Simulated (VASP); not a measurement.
# EuS (Fm-3m) in VASP: further runs, part 2 of 3

VASP 6.6.1.

## 3. Relaxation of cell and atoms, revPBE+D3(BJ), collinear spin, ferromagnetic start

INCAR

```
  ALGO = Normal
  EDIFF = 1E-7
  EDIFFG = -0.01
  ENCUT = 600
  GGA = RE
  IBRION = 2
  ISIF = 3
  ISMEAR = -1
  ISPIN = 2
  IVDW = 12
  LASPH = True
  LCHARG = False
  LMAXMIX = 6
  LORBIT = 11
  LREAL = False
  LWAVE = False
  MAGMOM = 7 0
  NELM = 100
  NSW = 40
  PREC = Accurate
  SIGMA = 0.05
```

KPOINTS

```
k-points
0
Gamma
  8 8 8
```

POSCAR

```
EuS
1.0
    0.0000000000      2.9785000000      2.9785000000
    2.9785000000      0.0000000000      2.9785000000
    2.9785000000      2.9785000000      0.0000000000
Eu S
1 1
Direct
    0.0000000000      0.0000000000      0.0000000000
    0.5000000000      0.5000000000      0.5000000000
```

Potentials or basis: VASP PAW PBE potentials, release 64 (Eu, S).

Started as:

```sh
$ cat potpaw_PBE.64/Eu/POTCAR potpaw_PBE.64/S/POTCAR > POTCAR
$ mpirun -np 1 vasp_std > vasp.out
```

OUTCAR:

```text
EDIFF = 1E-7
   EDIFFG = -0.01
   ENCUT = 600
   GGA = RE
   IBRION = 2
   ISIF = 3
   ISMEAR = -1
   ISPIN = 2
   IVDW = 12
   LASPH = True
   LORBIT = 11
   LREAL = False
   NELM = 100
   NSW = 40
   PREC = Accurate
 IVDW          = 12

 ion  position               nearest neighbor table
   1  0.000  0.000  0.000-   2 2.98   2 2.98   2 2.98   2 2.98   2 2.98   2 2.98
   2  0.500  0.500  0.500-   1 2.98   1 2.98   1 2.98   1 2.98   1 2.98   1 2.98

  LATTYP: Found a face centered cubic cell.
 ALAT       =     5.9570000000

  Lattice vectors:

 A1 = (   0.0000000000,   2.9785000000,   2.9785000000)
 A2 = (   2.9785000000,   0.0000000000,   2.9785000000)
 A3 = (   2.9785000000,   2.9785000000,   0.0000000000)

Analysis of symmetry for initial positions (statically):
=====================================================================
 Subroutine PRICEL returns:
 Original cell was already a primitive cell.

 Routine SETGRP: Setting up the symmetry group for a
 face centered cubic supercell.

 Subroutine GETGRP returns: Found 48 space group operations
 (whereof 48 operations were pure point group operations)
 out of a pool of 48 trial point group operations.

The static configuration has the point symmetry O_h .

Analysis of symmetry for dynamics (positions and initial velocities):
=====================================================================
 Subroutine PRICEL returns:
 Original cell was already a primitive cell.

 Routine SETGRP: Setting up the symmetry group for a
 face centered cubic supercell.

 Subroutine GETGRP returns: Found 48 space group operations
 (whereof 48 operations were pure point group operations)
 out of a pool of 48 trial point group operations.

The dynamic configuration has the point symmetry O_h .

Analysis of structural, dynamic, and magnetic symmetry:
=====================================================================
 Subroutine PRICEL returns:
 Original cell was already a primitive cell.

 Routine SETGRP: Setting up the symmetry group for a
 face centered cubic supercell.

 Subroutine GETGRP returns: Found 48 space group operations
 (whereof 48 operations were pure point group operations)
 out of a pool of 48 trial point group operations.

The overall configuration has the point symmetry O_h .

 Subroutine INISYM returns: Found 48 space group operations
 (whereof 48 operations are pure point group operations),
 and found     1 'primitive' translations

----------------------------------------------------------------------------------------

                                     Primitive cell

  volume of cell :      52.8473

  direct lattice vectors                    reciprocal lattice vectors
     0.000000000  2.978500000  2.978500000    -0.167869733  0.167869733  0.167869733
     2.978500000  0.000000000  2.978500000     0.167869733 -0.167869733  0.167869733
     2.978500000  2.978500000  0.000000000     0.167869733  0.167869733 -0.167869733

  length of vectors
     4.212235096  4.212235096  4.212235096     0.290758907  0.290758907  0.290758907

  position of ions in fractional coordinates (direct lattice)
     0.000000000  0.000000000  0.000000000
[... 32 lines left out ...]

 Following reciprocal coordinates:
            Coordinates               Weight
  0.000000  0.000000  0.000000      1.000000
  0.125000  0.000000  0.000000      8.000000
  0.250000  0.000000  0.000000      8.000000
  0.375000  0.000000  0.000000      8.000000
  0.500000  0.000000  0.000000      4.000000
  0.125000  0.125000  0.000000      6.000000
[... 16 lines left out ...]
  0.500000  0.250000  0.125000     48.000000
 -0.375000  0.250000  0.125000     24.000000
 [... further k-points ...]
   k-points           NKPTS =     29   k-points in BZ     NKDIM =     29   number of bands    NBANDS=     19
   number of dos      NEDOS =    301   number of ions     NIONS =      2
   total plane-waves  NPLWV =  46656
   dimension x,y,z NGX =    36 NGY =   36 NGZ =   36
   dimension x,y,z NGXF=    72 NGYF=   72 NGZF=   72
   ions per type =               1   1
   NGX,Y,Z   is equivalent  to a cutoff of  14.21, 14.21, 14.21 a.u.
   NGXF,Y,Z  is equivalent  to a cutoff of  28.42, 28.42, 28.42 a.u.
 SYSTEM =  unknown system
   PREC   = accura    normal or accurate (medium, high low for compatibility)
   ISTART =      0    job   : 0-new  1-cont  2-samecut
   ICHARG =      2    charge: 1-file 2-atom 10-const
   ISPIN  =      2    spin polarized calculation?
   LNONCOLLINEAR =      F non collinear calculations
   LSORBIT =      F    spin-orbit coupling
   LASPH  =      T    aspherical Exc in radial PAW
   ENCUT  =  600.0 eV  44.10 Ry    6.64 a.u.   8.41  8.41  8.41*2*pi/ulx,y,z
   NELM   =    100;   NELMIN=  2; NELMDL= -5     # of ELM steps
   EDIFF  = 0.1E-06   stopping-criterion for ELM
   LREAL  =      F    real-space projection
   EDIFFG = -.1E-01   stopping-criterion for IOM
   NSW    =     40    number of steps for IOM
   IBRION =      2    ionic relax: 0-MD 1-quasi-New 2-CG
   NFREE  =      1    steps in history (QN), initial steepest desc. (CG)
   ISIF   =      3    stress and relaxation
   ISYM   =      2    0-nonsym 1-usesym 2-fastsym
   POTIM  = 0.5000    time-step for ionic-motion
   TEBEG  =    0.0;   TEEND  =   0.0 temperature during run
   PSTRESS=    0.0 pullay stress
   NELECT =      23.0000    total number of electrons
   NUPDOWN=      -1.0000    fix difference up-down
   EMIN   =  10.00;   EMAX   =-10.00  energy-range for DOS
   EFERMI =   0.00;   METHOD = LEGACY
   ISMEAR =    -1;   SIGMA  =   0.05  broadening in eV -4-tet -1-fermi 0-gaus
   EFERMI_NEDOS =   21; number of points for ismear=-14 and -15
   IALGO  =     38    algorithm
   IMIX   =      4    mixing-type and parameters
     AMIX     =   0.40;   BMIX     =  1.00
     AMIX_MAG =   1.60;   BMIX_MAG =  1.00
  volume/ion in A,a.u.               =      26.42       178.32
  Fermi-wavevector in a.u.,A,eV,Ry     =   1.240633  2.344456 20.941667  1.539169
  Thomas-Fermi vector in A             =   2.375065
   LORBIT       =     11    0 simple, 1 ext, 2 COOP (PROOUT), +10 PAW based schemes
   GGA     = RE    functional components
   LHFCALC =     F    Hartree Fock is set to
   AEXX    =    0.0000 exact exchange contribution
   IVDW    =    12    specifies the selected vdW correction
   LEPSILON=     F    determine dielectric tensor
   LRPA    =     F    only Hartree local field effects (RPA)
 conjugate gradient relaxation of ions
 spin polarized calculation
  energy-cutoff  :      600.00
  volume of cell :       52.85
 maximum number of plane-waves:      1807
 NGX is ok and might be reduce to    36
   NGX = 17   NGY = 17   NGZ = 17

--------------------------------------- Ionic step        1  -------------------------------------------

 number of electron      22.9999997 magnetization       6.9869034

 Free energy of the ion-electron system (eV)
  ---------------------------------------------------
  ext. energy  EPLUGINS =         0.00000000
  ---------------------------------------------------
  free energy    TOTEN  =       -19.41374845 eV

  energy without entropy =      -19.40401682  energy(sigma->0) =      -19.40888263

 E-fermi :   4.4295     XC(G=0):  -9.5001

 val. band max:        4.3591227514   @ k =   0.1250   0.1250   0.0000
 cond. band min:       4.4557073391   @ k =   0.0000   0.0000   0.0000
 fundamental gap:      0.0965845876
 Fermi energy:         4.4294877368

 spin component 1

 k-point     1 :       0.0000    0.0000    0.0000
  band No.  band energies     occupation
      1     -37.1528      1.00000
      2     -15.8593      1.00000
      3     -15.8593      1.00000
      4     -15.8593      1.00000
      5      -9.0917      1.00000
      6       1.6054      1.00000
[... 1130 lines left out ...]
--------------------------------------- Ionic step        3  -------------------------------------------

 number of electron      22.9999999 magnetization      -6.9550265

 Free energy of the ion-electron system (eV)
  ---------------------------------------------------
  ext. energy  EPLUGINS =         0.00000000
  ---------------------------------------------------
  free energy    TOTEN  =       -19.35523036 eV

  energy without entropy =      -19.34399076  energy(sigma->0) =      -19.34961056

 E-fermi :   5.0929     XC(G=0): -10.0665

 val. band max:        5.0779623088   @ k =   0.1250   0.1250   0.0000
 cond. band min:       5.1813553012   @ k =   0.5000   0.3750   0.0000
 fundamental gap:      0.1033929925
 Fermi energy:         5.0929389721

 spin component 1

 k-point     1 :       0.0000    0.0000    0.0000
  band No.  band energies     occupation
      1     -33.2419      1.00000
      2     -12.7592      1.00000
      3     -12.7592      1.00000
      4     -12.7592      1.00000
      5      -8.6938      1.00000
      6       2.4150      1.00000
[... 1084 lines left out ...]
  FREE ENERGIE OF THE ION-ELECTRON SYSTEM (eV)
  ---------------------------------------------------
  free  energy   TOTEN  =       -20.7031663037 eV

  energy  without entropy=      -20.6919267062  energy(sigma->0) =      -20.69754650

 reached required accuracy - stopping structural energy minimisation

 total charge

# of ion       s       p       d       f       tot
--------------------------------------------------
    1        2.034   5.778   0.382   6.607  14.801
    2        1.320   2.476   0.000   0.000   3.796
--------------------------------------------------
tot          3.354   8.254   0.382   6.607  18.597

 magnetization (x)

# of ion       s       p       d       f       tot
--------------------------------------------------
    1        0.015   0.113  -0.112  -6.565  -6.550
    2        0.009   0.076   0.000   0.000   0.084
--------------------------------------------------
tot          0.023   0.189  -0.112  -6.565  -6.466
```

It took 5.4 min on 1 thread of Intel Xeon Platinum 8488C (Sapphire Rapids), shared host; peak memory 0.31 GiB.

What came out:

```
Free energy                                           : -20.7032 eV
Relaxed volume                                        : 23.62 Å³/atom
Relaxed cell                                          : a = 4.057 Å, b = 4.057 Å, c = 4.057 Å, α = 60.00°, β = 60.00°, γ = 60.00°
Space group after relaxing (to 0.05 Å)                : Fm-3m (No. 225)
Energy gained by relaxing                             : 48.5 meV/atom
Ionic steps                                           : 3
Pressure after relaxing                               : 0.0 GPa
Band gap on the k mesh                                : none (metal or under the smearing width)
Net moment                                            : -6.96 μB per cell
Site moments                                          : Eu -6.55; S +0.08 μB
Valence electrons inside the program's atomic spheres : Eu 14.80; S 3.80
Dispersion energy per atom                            : -0.674 eV
```

Step by step:
```
step  energy change (eV)  largest force (eV/Å)  pressure (GPa)  volume (Å³)
   1              0.0000                0.0000           -5.00        52.85
   2             -0.0963                0.0000            0.57        46.79
   3             -0.0971                0.0000            0.01        47.23
```

Final structure:
```yaml
crystal:
  lattice:
    - [0.00000, 2.86907, 2.86907]
    - [2.86907, 0.00000, 2.86907]
    - [2.86907, 2.86907, 0.00000]
  atoms:
    - { symbol: Eu, position: [0.00000, 0.00000, 0.00000] }
    - { symbol: S, position: [0.50000, 0.50000, 0.50000] }
```

Caveat: the PAW data sets were made with another functional, which shifts forces and pressure a little; spin-orbit coupling is left out, which moves the levels of the heavy elements; the volume moved by -11 % from the deposited cell, more than functionals usually miss; a cell with one magnetic atom can't hold antiferromagnetic order, which such compounds often take; without U or exact exchange the open f shell lies at the Fermi level, which spoils levels, moments and volumes; pairwise dispersion overbinds metals, which lowers pressure and volume.

[end of part 2 of 3]
